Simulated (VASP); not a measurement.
# A vacancy on the Nb site in NbSi2, part 4 of 5

Wanted: what a vacancy on the Nb site costs in NbSi2 and how the lattice relaxes round it. The start is a cell from a database of measured crystal structures.

VASP 6.6.1, plane waves and PAW; the level of theory is named at each step.

So far. Step 5 (Reference Si): The run ended after 3 ionic steps, 0.004 eV below its first step, once forces and stress met EDIFFG = -0.02. Step 5 (Reference Si): Energy at zero smearing: -10.84425 eV.

## 6. Relaxing the defect

This step: PBE; plane waves and PAW (Nb_pv, Si) (VASP 6.6.1).

System of this step: Nb11Si24. The cell holds 35 atoms: 11 Nb and 24 Si. Cell: a = 10.654 Å, b = 10.654 Å, c = 8.196 Å, α = 120.3°, β = 120.3°, γ = 103.0°. It derives from NbSi2. Nearest the centre at fractional (0.333, 0.083, 0.250): Si23 at 2.63 Å, Si32 at 2.63 Å, Si30 at 2.63 Å, Si17 at 2.63 Å, Si27 at 2.75 Å, Si12 at 2.75 Å, Si14 at 2.75 Å, Si25 at 2.75 Å.

The host is treated as a metal, since its gap is under 0.3 eV or closed. The run keeps 2 symmetry operations, which cuts the number of k-points but bars distortions that break them. The atoms relax at the host's fixed cell.

Contents of INCAR:

```
SYSTEM = Nb11Si24
PREC = Normal
ENCUT = 300
EDIFF = 1E-05
NELM = 120
ISMEAR = 1
SIGMA = 0.2
LREAL = Auto
ALGO = Fast
GGA = PE
NBANDS = 136
LASPH = .TRUE.
LORBIT = 11
LWAVE = .FALSE.
LCHARG = .TRUE.
KPAR = 4
IBRION = 2
NSW = 50
ISIF = 2
EDIFFG = -0.03
POTIM = 0.4
MAXMIX = 40
ISYM = 2
```

Contents of POSCAR:

```
Nb11Si24
1.0
   -7.2206827098      4.1688631062      6.6328203778
    7.2206827098     -4.1688631062      6.6328203778
    2.4068942366      4.1688631062     -6.6328203778
Nb Si
11 24
Direct
    0.8333333300      0.5833333300      0.2500000000
    0.8333333300      0.0833333300      0.7500000000
    0.3333333300      0.5833333300      0.7500000000
    0.6666666700      0.6666666700      0.5000000000
    0.1666666700      0.1666666700      0.5000000000
    0.1666666700      0.6666666700      0.0000000000
    0.6666666700      0.1666666700      0.0000000000
    0.2500000000      0.5000000000      0.2500000000
    0.7500000000      0.0000000000      0.2500000000
    0.7500000000      0.5000000000      0.7500000000
    0.2500000000      0.0000000000      0.7500000000
    0.1628945900      0.2424558400      0.2386837600
    0.6628945900      0.7424558400      0.2386837600
    0.6628945900      0.2424558400      0.7386837600
    0.1628945900      0.7424558400      0.7386837600
    0.8371054100      0.4962279200      0.5000000000
    0.3371054100      0.9962279200      0.5000000000
    0.3371054100      0.4962279200      0.0000000000
    0.8371054100      0.9962279200      0.0000000000
    0.5908774900      0.6704387500      0.7613162400
    0.0908774900      0.1704387500      0.7613162400
    0.0908774900      0.6704387500      0.2613162400
    0.5908774900      0.1704387500      0.2613162400
    0.5037720800      0.4242108300      0.7613162400
    0.0037720800      0.9242108300      0.7613162400
    0.0037720800      0.4242108300      0.2613162400
    0.5037720800      0.9242108300      0.2613162400
    0.4962279200      0.8371054100      0.5000000000
    0.9962279200      0.3371054100      0.5000000000
    0.9962279200      0.8371054100      0.0000000000
    0.4962279200      0.3371054100      0.0000000000
    0.4091225100      0.3295612500      0.2386837600
    0.9091225100      0.8295612500      0.2386837600
    0.9091225100      0.3295612500      0.7386837600
    0.4091225100      0.8295612500      0.7386837600
```

Contents of KPOINTS:

```
Automatic mesh
0
Gamma
5 5 5
0 0 0
```

The projector-augmented-wave data sets are Nb_pv and Si (PBE family, release 64).

Started as:

```bash
$ mpirun -np 4 vasp_std
```

Log:

```text
[banner, memory and clock lines left out]
running    4 mpi-ranks, on    1 nodes
 distrk:  each k-point on    1 cores,    4 groups
 distr:  one band on    1 cores,    1 groups

 POSCAR found type information on POSCAR NbSi
 POSCAR found :  2 types and      35 ions
 LDA part: xc-table for (Slater+PW92), standard interpolation
 POSCAR, INCAR and KPOINTS ok, starting setup
 FFT: planning ... GRIDC
 FFT: planning ... GRID_SOFT
 FFT: planning ... GRID
 WAVECAR not read
 entering main loop
       N       E                     dE             d eps       ncg     rms          rms(c)
DAV:   1     0.153322452972E+04    0.15332E+04   -0.71092E+04 11288   0.103E+03
DAV:   2    -0.125522701242E+03   -0.16587E+04   -0.15963E+04 14152   0.513E+02
DAV:   3    -0.259700658296E+03   -0.13418E+03   -0.12832E+03 16664   0.140E+02
DAV:   4    -0.266498399736E+03   -0.67977E+01   -0.66268E+01 16120   0.313E+01
DAV:   5    -0.266772060275E+03   -0.27366E+00   -0.27019E+00 17256   0.689E+00    0.775E+01
RMM:   6    -0.257158979918E+03    0.96131E+01   -0.44329E+01 13171   0.199E+01    0.253E+01
RMM:   7    -0.256883339438E+03    0.27564E+00   -0.10115E+01 14951   0.701E+00    0.121E+01
RMM:   8    -0.256690054265E+03    0.19329E+00   -0.11399E+00 14594   0.308E+00    0.470E+00
RMM:   9    -0.256702266072E+03   -0.12212E-01   -0.31562E-01 15111   0.136E+00    0.207E+00
RMM:  10    -0.256694367339E+03    0.78987E-02   -0.87837E-02 14202   0.692E-01    0.148E+00
RMM:  11    -0.256693671634E+03    0.69570E-03   -0.37543E-02 14397   0.509E-01    0.722E-01
RMM:  12    -0.256694858827E+03   -0.11872E-02   -0.13802E-02 14596   0.208E-01    0.131E-01
RMM:  13    -0.256695246262E+03   -0.38744E-03   -0.50962E-03 15143   0.107E-01    0.102E-01
RMM:  14    -0.256695481524E+03   -0.23526E-03   -0.29707E-03 14073   0.836E-02    0.412E-02
RMM:  15    -0.256695591447E+03   -0.10992E-03   -0.11835E-03 11934   0.415E-02    0.249E-02
RMM:  16    -0.256695650072E+03   -0.58625E-04   -0.67982E-04  9644   0.400E-02    0.342E-02
RMM:  17    -0.256695681085E+03   -0.31013E-04   -0.32755E-04  9069   0.191E-02    0.120E-02
RMM:  18    -0.256695699936E+03   -0.18851E-04   -0.18900E-04  8166   0.170E-02    0.103E-02
RMM:  19    -0.256695709886E+03   -0.99496E-05   -0.93919E-05  7654   0.136E-02
   1 F= -.25669571E+03 E0= -.25669749E+03  d E =-.256696E+03
 curvature:   0.00 expect dE= 0.000E+00 dE for cont linesearch  0.000E+00
 trial: gam= 0.00000 g(F)=  0.168E+00 g(S)=  0.000E+00 ort = 0.000E+00 (trialstep = 0.100E+01)
 search vector abs. value=  0.168E+00
 bond charge predicted
       N       E                     dE             d eps       ncg     rms          rms(c)
DAV:   1    -0.256808112867E+03   -0.11241E+00   -0.31826E+00 13952   0.732E+00    0.637E-01
RMM:   2    -0.256839540690E+03   -0.31428E-01   -0.36126E-01 14300   0.228E+00    0.887E-01
RMM:   3    -0.256845337526E+03   -0.57968E-02   -0.11053E-01 14624   0.120E+00    0.713E-01
RMM:   4    -0.256844013782E+03    0.13237E-02   -0.19497E-02 13093   0.542E-01    0.522E-01
RMM:   5    -0.256844420028E+03   -0.40625E-03   -0.83587E-03 13548   0.347E-01    0.433E-01
RMM:   6    -0.256844123312E+03    0.29672E-03   -0.32532E-03 14108   0.167E-01    0.220E-01
RMM:   7    -0.256843914557E+03    0.20876E-03   -0.70867E-04 13784   0.862E-02    0.185E-01
RMM:   8    -0.256844001630E+03   -0.87073E-04   -0.29493E-04 12979   0.443E-02    0.217E-01
RMM:   9    -0.256843741464E+03    0.26017E-03   -0.44536E-04 13480   0.584E-02    0.119E-01
RMM:  10    -0.256843721106E+03    0.20358E-04   -0.19712E-04 11453   0.299E-02    0.942E-02
RMM:  11    -0.256843704761E+03    0.16345E-04   -0.14614E-04 11378   0.367E-02    0.377E-02
RMM:  12    -0.256843703582E+03    0.11795E-05   -0.28943E-05  7635   0.194E-02
   2 F= -.25684370E+03 E0= -.25684597E+03  d E =-.147994E+00
[... from here on, the cycles between the ionic steps are left out ...]
   3 F= -.25702353E+03 E0= -.25702520E+03  d E =-.327823E+00
   4 F= -.25702549E+03 E0= -.25702730E+03  d E =-.329776E+00
   5 F= -.25707142E+03 E0= -.25707319E+03  d E =-.459307E-01
   6 F= -.25707625E+03 E0= -.25707802E+03  d E =-.507675E-01
   7 F= -.25708978E+03 E0= -.25709157E+03  d E =-.135251E-01
   8 F= -.25709076E+03 E0= -.25709257E+03  d E =-.145110E-01
   9 F= -.25709242E+03 E0= -.25709429E+03  d E =-.165053E-02
  10 F= -.25709244E+03 E0= -.25709432E+03  d E =-.167142E-02
 curvature:  -1.21 expect dE=-0.663E-03 dE for cont linesearch -0.403E-05
 trial: gam= 0.40929 g(F)=  0.547E-03 g(S)=  0.000E+00 ort =-0.773E-04 (trialstep = 0.186E+01)
 search vector abs. value=  0.784E-03
 bond charge predicted
       N       E                     dE             d eps       ncg     rms          rms(c)
DAV:   1    -0.257092055093E+03    0.38855E-03   -0.74989E-02 12776   0.125E+00    0.117E-01
RMM:   2    -0.257092790585E+03   -0.73549E-03   -0.83186E-03 14870   0.323E-01    0.786E-02
RMM:   3    -0.257092993187E+03   -0.20260E-03   -0.18248E-03 14115   0.139E-01    0.728E-02
RMM:   4    -0.257092999059E+03   -0.58723E-05   -0.22438E-04 12595   0.748E-02    0.651E-02
RMM:   5    -0.257092997828E+03    0.12309E-05   -0.99464E-05 10563   0.298E-02
  11 F= -.25709300E+03 E0= -.25709492E+03  d E =-.561695E-03
 trial-energy change:   -0.000562  1 .order   -0.000522   -0.000957   -0.000086
 step:   2.0421(harm=  2.0421)  dis= 0.00257  next Energy=  -257.092962 (dE=-0.526E-03)
 reached required accuracy - stopping structural energy minimisation
```

The job ended after 47 min (4 MPI ranks of Intel Xeon Platinum 8259CL at 2.50GHz (Skylake/Cascade Lake), shared host; peak memory 3.4 GiB; 3.1 h of CPU time).

OUTCAR, selected parts (step 6):

```text
   k-points           NKPTS =     39   k-points in BZ     NKDIM =     39   number of bands    NBANDS=    136

   NELECT =     217.0000    total number of electrons

 E-fermi :   8.3084

 k-point     1 :       0.0000    0.0000    0.0000
  band No.  band energies     occupation
    ...
    105       7.5999      2.00001
    106       7.8574      2.00644
    107       7.9161      2.01806
    108       8.1676      1.92273
    109       8.2734      1.29137
    110       8.4345      0.13380
    111       8.5129     -0.05461
    112       8.5611     -0.07048
    113       9.3082     -0.00000
    114       9.5246     -0.00000
    ...

  Total       -5.9051467     -8.4871522     -4.3934875      2.3121761     -0.0000000      0.0000000
  in kB      -17.7696310    -25.5393422    -13.2207810      6.9577468     -0.0000000      0.0000000
  external PRESSURE =     -18.8432514 kB  Pullay stress =       0.0000000 kB

 POSITION                                       TOTAL-FORCE (eV/Angst)
 -----------------------------------------------------------------------------------
     -1.20345      2.08443      7.73388        -0.000000      0.000000      0.007664
     -3.61034      6.25329      1.10523         0.000000     -0.000000      0.002572
      3.61034      2.08443      1.11213        -0.000000     -0.000000     -0.007937
      1.19392      2.11403      5.53697        -0.003479      0.001444     -0.002176
      1.22217      2.08388     -1.12352        -0.000639     -0.000320     -0.003697
      5.99851      2.08498     -1.12352         0.000639      0.000320     -0.003697
     -1.19392      6.22370     -1.09585         0.003479     -0.001444     -0.002176
      2.38295      0.02866      3.30379         0.002131     -0.005224     -0.003148
      2.43084     -0.02866      9.93661        -0.002131      0.005224     -0.003148
      0.01399      4.18270      3.33947        -0.000196      0.004596      0.002556
      7.20670     -0.01383      3.33947         0.000196     -0.004596      0.002556
      1.08869      0.68679      1.09083         0.000791      0.003553     -0.002643
      1.14942      0.67061      7.74150         0.004765      0.003386      0.009135
     -1.26318      4.76758      1.11831         0.005526      0.000852      0.004990
      5.99092      0.66907      1.10054        -0.012160     -0.007330     -0.005843
     -1.26375      3.50845      5.52535        -0.004499     -0.003573     -0.003005
     -1.19797      3.37157     -1.02356         0.003596     -0.003509     -0.004320
      1.14499     -0.63942      5.53576         0.009154      0.001954     -0.005915
      1.16728     -0.66782     12.14669         0.005129      0.004448     -0.004699
      2.38850      2.84953      3.31239        -0.006509      0.002808      0.004660
      2.39955      2.83312     -3.31777        -0.005176     -0.000271      0.006847
      4.81485     -1.31704      3.31535         0.005333     -0.005825      0.000769
     -2.32428      2.72107      3.24852         0.003566     -0.005474      0.005339
      1.22976      3.49979      1.10054         0.012160      0.007330     -0.005843
[...]
-----------------------------------------------------------------------------------
    total drift:                               -0.000004      0.000032     -0.000731

  FREE ENERGIE OF THE ION-ELECTRON SYSTEM (eV)
  ---------------------------------------------------
  free  energy   TOTEN  =      -257.0929978284 eV

  energy  without entropy=     -257.0987513539  energy(sigma->0) =     -257.09491567

[... 5 parts as in an earlier step ...]

[... 12 further parts left out ...]
```

The run keeps the 2 symmetry operations of its start, so it cannot find a distortion of lower symmetry.

Relaxation path:

```
step  energy less that of the first step (eV)  largest force (eV/Å)
   1                                   0.0000                0.9340
   2                                  -0.1480                0.7355
   3                                  -0.3278                0.3490
   4                                  -0.3298                0.3209
   5                                  -0.3757                0.1480
   6                                  -0.3805                0.1596
   7                                  -0.3941                0.0565
   8                                  -0.3951                0.0574
   9                                  -0.3967                0.0303
  10                                  -0.3967                0.0321
  11                                  -0.3973                0.0154
```

The atoms that moved most (Å):

```
atom      dx      dy      dz  length
Si17   0.060  -0.134   0.082   0.168
Si30  -0.060   0.134   0.082   0.168
Si23   0.083  -0.121  -0.068   0.162
Si32  -0.083   0.121  -0.068   0.162
Si27   0.060  -0.023  -0.015   0.066
Si12  -0.060   0.023  -0.015   0.066
Si14  -0.005  -0.065   0.013   0.066
Si25   0.005   0.065   0.013   0.066
```

Final coordinates:

```xyz
35
Lattice="-7.2207 4.1689 6.6328 7.2207 -4.1689 6.6328 2.4069 4.1689 -6.6328" Properties=species:S:1:pos:R:3 pbc="T T T"
Nb   -1.2034    2.0844    7.7339
Nb   -3.6103    6.2533    1.1052
Nb    3.6103    2.0844    1.1121
Nb    1.1939    2.1140    5.5370
Nb    1.2222    2.0839   -1.1235
Nb    3.5916   -2.0839    5.5093
Nb   -3.6008    2.0548    5.5370
Nb    2.3830    0.0287    3.3038
Nb   -4.7898    4.1402    3.3038
Nb    0.0140    4.1827    3.3395
Nb   -0.0140    4.1550   -3.2934
Si    1.0887    0.6868    1.0908
Si    1.1494    0.6706    7.7415
Si   -1.2632    4.7676    1.1183
Si    5.9909    0.6691    1.1005
Si   -1.2638    3.5085    5.5253
Si    6.0227   -0.7973    5.6093
Si    1.1450   -0.6394    5.5358
Si    1.1673   -0.6678   12.1467
Si    2.3885    2.8495    3.3124
Si    2.3996    2.8331   -3.3178
Si    4.8149   -1.3170    3.3153
Si   -2.3243    2.7211    3.2485
Si    1.2298    3.4998    1.1005
Si    8.4839   -0.5987    1.1183
Si    3.6644   -0.6706    1.1087
Si    3.7251   -0.6868    7.7237
Si    3.6465    0.6678    5.5139
Si   -3.5519    4.8083    5.5358
Si   -1.2089    0.7973   12.2421
Si   -1.1431    0.6604    5.5253
Si   -0.0826    1.4478    3.2485
Si   -0.0011    1.3170    9.9482
Si   -2.3996    5.5046    3.3151
Si    4.8322    1.3193    3.3124
```

This step gave:

| Property | Result |
| --- | --- |
| electronic cycles | 104 |
| electrons | 217 |
| free energy (TOTEN) | -257.0930 eV |
| energy at zero smearing | -257.0949 eV |
| Fermi energy | 8.308 eV |
| labelled metallic, from the levels on this mesh | yes |

[end of part 4 of 5]

[Lines on the potential files, build, host, timing and source positions are cut from VASP's logs without a mark.]

[Logs are printed without paths, hosts, clocks, repeated set-up lines and the standing remarks that a program may print on its own settings, such as how far it seeks lower states.]

[Hosts, paths, dates, database ids (printed as entryN), source tags and the programs' standing remarks are cut or masked in the printed files.]

[In band tables of VASP the shares of atoms and orbitals are scaled to a sum of 1 inside the atoms' spheres.]

[Runs that stopped without an error message from VASP are left out.]
